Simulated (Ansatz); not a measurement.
# Preparing ZnS (F-43m) as a host crystal

Aim: the runs on the perfect crystal ZnS (F-43m) that a defect calculation needs first.

Method: plane-wave PAW DFT, PBEsol; relaxation of the host's cell and atoms; PAW set soft_1, in the first sound run; inputs show where later runs differ, in Ansatz 0.2.0.

Most raw output is cut from this account.

**1. The starting structure**

Symmetry: F-43m, No. 216, cubic system. Conventional cell: a = 5.387 Å, b = 5.387 Å, c = 5.387 Å, α = 90.00°, β = 90.00°, γ = 90.00°. Nearest to Zn lie 4 S at 2.33 Å. Nearest to S lie 4 Zn at 2.33 Å. Farther neighbours and most contacts between anions are not listed.

**2. Host cell relaxation**

Lattice and positions are set free, within the symmetry that the program keeps.

Input file cell/input.yaml:

```yaml
crystal:
  lattice:
    - [0.0, 2.6936829, 2.6936829]
    - [2.6936829, 0.0, 2.6936829]
    - [2.6936829, 2.6936829, 0.0]
  atoms:
    - { symbol: Zn, position: [0.0, 0.0, 0.0] }
    - { symbol: S, position: [0.75, 0.75, 0.75] }
basis:
  ecutwfc: 420
  xc_grid: 2
hamiltonian:
  xc: pbesol
  pseudopotentials: { kind: paw, azcp: { folder: soft_1 }, xc_functional: pbe }
kpoints:
  mp_grid: { grid: [9, 9, 9] }
scf:
  occupations: { method: fixed }
  max_iter: 100
relax:
  f_tol: 0.005
  max_steps: 60
  cell: {}
output:
  forces: true
  stress: true
checkpoint:
  write: "../cell.run"
  compress: false
  write_wavefunctions: false
  write_every: 100000
```

Command:

```bash
ansatz run input.yaml --threads 32 --pin off --max-ram 84787MiB --backend cuda --events-out ev --progress --plain --runs-dir out --max-vram 78GiB
```

The job ended after 1.6 s (1 × NVIDIA GB200 with 32 threads of Arm Neoverse V2, shared host; peak memory 0.93 GiB; 5.2 s of CPU time).

Relaxation path:

| step | energy less that of the first step (eV) | largest force component (eV/Å) | pressure (GPa) | volume (Å³) |
| --- | --- | --- | --- | --- |
| 1 | 0.0000 | 0.0000 | -1.30 | 39.09 |
| 2 | -0.0024 | 0.0000 | -0.57 | 38.71 |
| 3 | -0.0030 | 0.0000 | 0.02 | 38.42 |
| 4* | -0.0027 | 0.0000 | 0.02 | 38.42 |

Relaxation steps marked * repeat the geometry before them on a plane-wave basis chosen anew for their cell, so energy and pressure can jump there.

Forces are held to the 24 operations that the run works with; a distortion that breaks them can't arise in this run.

| conventional cell, symmetrised | before | after | change |
| --- | --- | --- | --- |
| a (Å) | 5.387 | 5.356 | -0.6 % |
| b (Å) | 5.387 | 5.356 | -0.6 % |
| c (Å) | 5.387 | 5.356 | -0.6 % |
| volume (Å³/atom) | 19.55 | 19.21 | -1.7 % |

The relaxed structure:

```xyz
2
Lattice="0.0000 2.6782 2.6782 2.6782 0.0000 2.6782 2.6782 2.6782 0.0000" Properties=species:S:1:pos:R:3 pbc="T T T"
Zn    0.0000    0.0000    0.0000
S     4.0173    4.0173    4.0173
```

Numbers from this step:

```
pressure : 0.01592 GPa
```

The relaxation ends with a pressure of 0.02 GPa.

**3. Dielectric tensors of the host**

The response to a uniform electric field gives the electronic dielectric tensor.

This step: plane-wave PAW DFPT, PBEsol; dielectric tensors, Born charges and zone-centre modes of the host; PAW set soft_1 (Ansatz 0.2.0).

Input file eps/input.yaml:

```yaml
crystal:
  lattice:
    - [0.0, 2.67817774, 2.67817774]
    - [2.67817774, 0.0, 2.67817774]
    - [2.67817774, 2.67817774, 0.0]
  atoms:
    - { symbol: Zn, position: [0.0, 0.0, 0.0] }
    - { symbol: S, position: [0.75, 0.75, 0.75] }
basis:
  ecutwfc: 420
hamiltonian:
  xc: pbesol
  pseudopotentials: { kind: paw, azcp: { folder: soft_1 }, xc_functional: pbe }
kpoints:
  mp_grid: { grid: [8, 8, 8] }
scf:
  occupations: { method: fixed }
  max_iter: 100
phonons:
  method: dfpt
  dielectric: true
  rigid_motions: translations
```

The job ended after 5.7 s (1 × NVIDIA GB200 with 32 threads; peak memory 1.4 GiB).

Electronic dielectric tensor:

```
6.08 0.00 0.00
0.00 6.08 0.00
0.00 0.00 6.08
```

Static dielectric tensor:

```
8.98 0.00 0.00
0.00 8.98 0.00
0.00 0.00 8.98
```

The electronic dielectric tensor is isotropic, 6.08. The static dielectric tensor is isotropic, 8.98.

**4. Host on a dense mesh**

This step: plane-wave PAW DFT, PBEsol; single point of the defect-free host, a test of the k-point sampling; PAW set soft_1 (Ansatz 0.2.0).

Input file dense/input.yaml:

```yaml
crystal:
  lattice:
    - [0.0, 2.67817774, 2.67817774]
    - [2.67817774, 0.0, 2.67817774]
    - [2.67817774, 2.67817774, 0.0]
  atoms:
    - { symbol: Zn, position: [0.0, 0.0, 0.0] }
    - { symbol: S, position: [0.75, 0.75, 0.75] }
basis:
  ecutwfc: 420
  xc_grid: 2
hamiltonian:
  xc: pbesol
  pseudopotentials: { kind: paw, azcp: { folder: soft_1 }, xc_functional: pbe }
kpoints:
  mp_grid: { grid: [9, 9, 9] }
scf:
  occupations: { method: fermi_dirac, width: 0.01 }
  max_iter: 100
  lower_state_search: "off"
checkpoint:
  write: "../dense.run"
  compress: false
  write_wavefunctions: false
  write_every: 100000
```

The job ended after 1 s (1 × NVIDIA GB200 with 32 threads; peak memory 1 GiB).

**5. Defect free supercell at the zone centre**

The supercell is run at the zone centre, to see how far that sampling misses the dense mesh.

System of this step: ZnS (F-43m). The cell holds 72 atoms: 36 Zn and 36 S. Its edges and angles: a = 11.363 Å, b = 11.363 Å, c = 15.150 Å, α = 60.0°, β = 60.0°, γ = 60.0°.

Input file pristine.sampling_gamma/input.yaml:

```yaml
crystal:
  lattice:
    - [0.0, 8.0345332199, 8.0345332199]
    - [8.0345332199, 0.0, 8.0345332199]
    - [10.7127109599, 10.7127109599, 0.0]
  atoms:
    - { symbol: Zn, position: [0.0, 0.0, 0.0] }
    - { symbol: S, position: [0.25, 0.25, 0.1875] }
    - { symbol: Zn, position: [0.0, 0.0, 0.25] }
    - { symbol: S, position: [0.25, 0.25, 0.4375] }
    - { symbol: Zn, position: [0.0, 0.0, 0.5] }
    - { symbol: S, position: [0.25, 0.25, 0.6875] }
    - { symbol: Zn, position: [0.0, 0.0, 0.75] }
    - { symbol: S, position: [0.25, 0.25, 0.9375] }
[... 60 atom lines left out ...]
    - { symbol: Zn, position: [0.6666666667, 0.6666666667, 0.5] }
    - { symbol: S, position: [0.9166666667, 0.9166666667, 0.6875] }
    - { symbol: Zn, position: [0.6666666667, 0.6666666667, 0.75] }
    - { symbol: S, position: [0.9166666667, 0.9166666667, 0.9375] }
basis:
  ecutwfc: 420
  xc_grid: 2
hamiltonian:
  xc: pbesol
  pseudopotentials: { kind: paw, azcp: { folder: soft_1 }, xc_functional: pbe }
kpoints:
  mp_grid: { grid: [1, 1, 1] }
scf:
  occupations: { method: fermi_dirac, width: 0.01 }
  max_iter: 100
  lower_state_search: "off"
checkpoint:
  write: "../pristine.sampling_gamma.run"
  compress: false
  write_wavefunctions: false
  write_every: 100000
```

Wall time 1.4 s (1 × NVIDIA GB200 with 32 threads); peak memory 1.1 GiB; 3.4 s of CPU time.

**6. Defect free supercell at the quarter point**

The supercell is run at one point off the zone centre, to see how far that sampling misses the dense mesh.

pristine.sampling_quarter/input.yaml, as its differences from pristine.sampling_gamma/input.yaml of step 5:

```diff
@@ -85,3 +85,3 @@
 kpoints:
-  mp_grid: { grid: [1, 1, 1] }
+  mp_grid: { grid: [1, 1, 1], shift: [0.25, 0.25, 0.25] }
 scf:
@@ -91,3 +91,3 @@
 checkpoint:
-  write: "../pristine.sampling_gamma.run"
+  write: "../pristine.sampling_quarter.run"
   compress: false
```

Elapsed: 1.5 s, on 1 × NVIDIA GB200 with 32 threads; peak memory 1.4 GiB; 3.7 s of CPU time.

**7. Summary of results**

```
primitive cell vectors, lengths                                      : 3.788, 3.788, 3.788 Å
electronic dielectric constant                                       : 6.08
static dielectric constant                                           : 8.98
gap on the k-mesh of the response run (PBEsol)                       : 2.08 eV
energy an atom at the zone centre alone less that on the dense mesh  : 0.066 eV
energy an atom at one point at (¼, ¼, ¼) less that on the dense mesh : 0.020 eV
```

**Reading.** Step 2: The cell shrank by 1.7 % in volume. The k-mesh can miss the band edges, so this gap is an upper bound at this level. All at zero temperature.

[Logs are printed without paths, hosts, clocks, repeated set-up lines and the standing remarks that a program may print on its own settings, such as how far it seeks lower states.]

[Hosts, paths, dates, database ids (printed as entryN), source tags and the programs' standing remarks are cut or masked in the printed files.]

[Runs of the host that timed out are not shown.]

[For some hosts the program warned that the k-mesh of the response run may be too coarse for force constants and the static dielectric constant; such warnings are not always shown.]

[The program warned that the k-mesh of a response run behind this text may be too coarse: force constants, and the static dielectric constant and all else formed from them, are not shown converged.]
